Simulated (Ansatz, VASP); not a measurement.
# Pt: VASP beside Ansatz

```
Pt
1.0
     2.80716    0.00000    0.00000
    -1.40358    2.43108    0.00000
     0.00000    0.00000   18.58408
Pt
3
Direct
  0.66667 0.33333 0.37667
  0.33333 0.66667 0.50095
  0.00000 0.00000 0.62523
```

Alike in both runs: functional PBE; k mesh 12 × 12 × 1; occupations gaussian, width 0.1 eV; no spin polarisation.

Ansatz relaxed the structure, and its values are those at the end. VASP's run is a single point on that final structure, the one shown.

|  | VASP | Ansatz |
| --- | --- | --- |
| version | VASP 6.6.1 | Ansatz 0.2.0 |
| potentials or method | VASP PAW PBE potentials, release 64 (Pt) | scalar-relativistic, plane waves, PAW |
| plane-wave cutoff (eV) | 520 | 420 |
| valence electrons in the cell | 30 | 54 |

```csv
,VASP,Ansatz,Ansatz less VASP
gap on the k mesh at the Fermi level (eV),none,none,-
rms of the force components (eV/Å),0.007,0.002,-0.0047
```

A gap of «none» marks a metal or a gap that the smearing closes. With one functional, cell and mesh, what is left measures potentials, basis and numerics. The two sets of potentials don't hold the same shells in valence.

The runs have no spin-orbit coupling, so splittings on Pt are missing.
